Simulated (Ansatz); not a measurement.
This script drives Ansatz's Python interface.

`mno_fdcheck.py`:
```python
'''Forces and pressure of MnO against finite differences of the energy with displaced atoms.'''

import logging
import sys
import warnings

import ansatz as az
import numpy as np

logging.basicConfig(stream=sys.stdout, format='%(levelname)s:%(name)s:%(message)s')
log = logging.getLogger('ansatz_job')
log.setLevel(logging.INFO)

VECTORS = np.array([
    [0.0, 2.223, 2.223],
    [2.223, 0.0, 2.223],
    [2.223, 2.223, 0.0],
])
SITES = [
    ('Mn', (0.99112, 0.98843, 0.03579), 2.8),
    ('O', (0.46652, 0.50651, 0.5352), 0.0),
]


def on_lattice(cell):
    crystal = az.Crystal(lattice=az.Lattice.of(cell))
    for symbol, position, moment in SITES:
        crystal = crystal.atom(symbol, position, moment=moment or None)
    return crystal

warnings.simplefilter('ignore', az.DeckWarning)

def solve(crystal):
    return (
        crystal.calculation()
        .functional(az.Functional.LDA)
        .spin('collinear')
        .occupations('Marzari-Vanderbilt', width=0.05)
        .hubbard('Mn', 'd', u_eff=3.0)
        .basis(540, xc_grid=2)
        .kpoints(6, 6, 6)
        .scf(tolerance=1e-09)
        .forces()
        .stress()
        .run(threads=1)
    ).report


centre = solve(on_lattice(VECTORS))
start = on_lattice(VECTORS)
# central difference: F = -(E(+h) - E(-h)) / 2h
log.info(f'force on atom 1 along y: analytic {centre["forces_ev_ang"][1][1]:.4f} eV/A')
for h in (0.005, 0.02):
    shift = np.eye(3)[1] * h @ np.linalg.inv(VECTORS)
    plus, minus = (solve(start.move(1, to=np.array(SITES[1][1]) + sign * shift))['lagrangian_ev'] for sign in (1, -1))
    log.info(f'  step {h} A: numerical {-(plus - minus) / (2 * h):.4f} eV/A')
# P = -dF/dV; the difference feels the change of the plane-wave count with the cell
volume = abs(np.linalg.det(VECTORS))
larger, smaller = (solve(on_lattice(VECTORS * (1 + sign * 0.005) ** (1 / 3)))['lagrangian_ev'] for sign in (1, -1))
numerical = -(larger - smaller) / (0.01 * volume) * 160.21766
log.info(f'pressure: analytic {np.trace(centre["stress_gpa"]) / 3:.3f}, numerical {numerical:.3f} GPa')
```

It is started by `python mno_fdcheck.py`. Estimate its wall time and peak memory on 1 thread of Arm Neoverse V2, on a shared host.

It took about 100 s, with a peak of 0.5 GiB, for 7 runs of the engine.

`python mno_fdcheck.py` gives:
```text
INFO:ansatz_job:force on atom 1 along y: analytic 0.1418 eV/A
INFO:ansatz_job:  step 0.005 A: numerical 0.1418 eV/A
INFO:ansatz_job:  step 0.02 A: numerical 0.1425 eV/A
INFO:ansatz_job:pressure: analytic -4.117, numerical -4.116 GPa
```

What to keep in mind:
- The magnetic order follows from the starting moments and needn't be the lowest.
- The mesh is modest for a metal, so energies can be off by several to tens of meV an atom and pressures by half a GPa or more; differences at equal mesh fare better.
- The program warned that this SCF threshold is loose for forces or stresses.
- With one magnetic atom the cell can hold only ferromagnetic order.
- Pressure is positive in compression.
- The cell is a database structure, distorted on purpose.
- The central difference errs as the square of the step, so the shorter step is the fairer test; what remains comes from the finite grid and the SCF threshold.
- The script silences the warnings on its input, which a real study should read.

(Lines on the test bed's own set-up are left out of the output.)
